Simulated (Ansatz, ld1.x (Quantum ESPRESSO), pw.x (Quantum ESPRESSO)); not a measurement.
## Ti (Z = 22): one change to the PAW potential, in the atom and in the fcc crystal

```json
{
 "Element": "Ti (Z = 22)",
 "Generator": "ld1.x (Quantum ESPRESSO) 7.5",
 "Type": "PAW",
 "Functional": "PBE",
 "Relativity": "scalar-relativistic",
 "Frozen core": "[Ne]",
 "Valence charge": "12",
 "Reference configuration": "3s2 3p6 3d2.5 4s1.5 4p0",
 "Partial waves": "3s (bound): rcut 1.35, rcutus 1.45 bohr; 4s (bound): rcut 1.35, rcutus 1.45 bohr; 3p (bound): rcut 2.10, rcutus 2.40 bohr; 4p (bound, empty): rcut 2.10, rcutus 2.40 bohr; 3d (bound): rcut 1.25, rcutus 1.35 bohr; 3d channel at 1.8 Ry: rcut 1.25, rcutus 1.35 bohr",
 "Local potential": "all-electron potential smoothed inside 2.15 bohr (lloc = -1)",
 "Core correction": "Bessel-smoothed model core, default radius (core density twice the valence density)",
 "Augmentation charge": "PSQ, inside the norm-conserving radii"
}
```

Change: reference 3s2 3p6 3d2 4s1 4p1.

Cutoffs, loose and tight: the cutoffs (Ry, on a coarse ladder) from which the occupation-weighted sum of valence levels, in a spherical-Bessel basis at the reference potential, stays within 10 and 1 mRy of its value at 400 Ry. They do not see the model core or the augmentation charge, which bear on the density cutoff. Test errors are all-electron minus pseudo excitation energies from the reference, over the configurations 3s2 3p6 3d2 4s2 4p0; 3s2 3p6 3d2 4s1 4p0; 3s2 3p6 3d2 4s0 4p0; 3s2 3p6 3d1 4s2 4p1; 3s2 3p5 3d2 4s2 4p0; 3s2 3p6 3d1 4s2 4p0; 3s2 3p6 3d1 4s0 4p0; variants that change the core or the reference have their own tests.

Crystal test: fcc Ti in pw.x 7.5, no spin, 14³ k-points, Fermi–Dirac smearing 0.01 Ry, cutoffs set for each file from its atomic test. The reference is all-electron LAPW (Ansatz 0.2.0) with the same functional, mesh and smearing; V0 and B0 come from Birch–Murnaghan fits to the pressures at five volumes. Errors are pseudo minus all-electron; Δ is the rms difference of the E(V) curves that follow from these fits, minima aligned, over ±6 % about the mean V0. Mesh and smearing are coarse, so the numbers serve the comparison and aren't converged zero-temperature values; the lattice is a test structure that the element need not adopt.

All-electron: a0 = 4.119 Å (V0 = 17.47 Å³/atom), B0 = 106.1 GPa.

Task: Does the change bring the crystal closer to the all-electron result?

Result: The mean pressure error goes from +0.59 to +0.91 GPa, so the change moves the solid further from the all-electron pressures.

```csv
quantity,base,changed
outcome (atom),generated,generated
"cutoff, loose (atom)",50 Ry,50 Ry
"cutoff, tight (atom)",80 Ry,80 Ry
bound ghosts (atom),none,none
largest test error (meV) (atom),-92 over the solved tests; 1 of 7 tests not solved or not reliable,-30 over the solved tests; 1 of 7 tests not solved or not reliable
cutoffs in pw.x (Ry),100/800,100/800
a0 (Å),4.126,4.130
a0 error (%),+0.19,+0.28
B0 error (%),-0.0,-0.2
Δ (meV/atom),2.2,3.4
mean pressure error (GPa),+0.59,+0.91
```

Base: Atomic configuration tests: 1 of 7 tests not solved or not reliable. Changed file: Atomic configuration tests: 1 of 7 tests not solved or not reliable. The atomic cutoffs weigh occupied waves only.
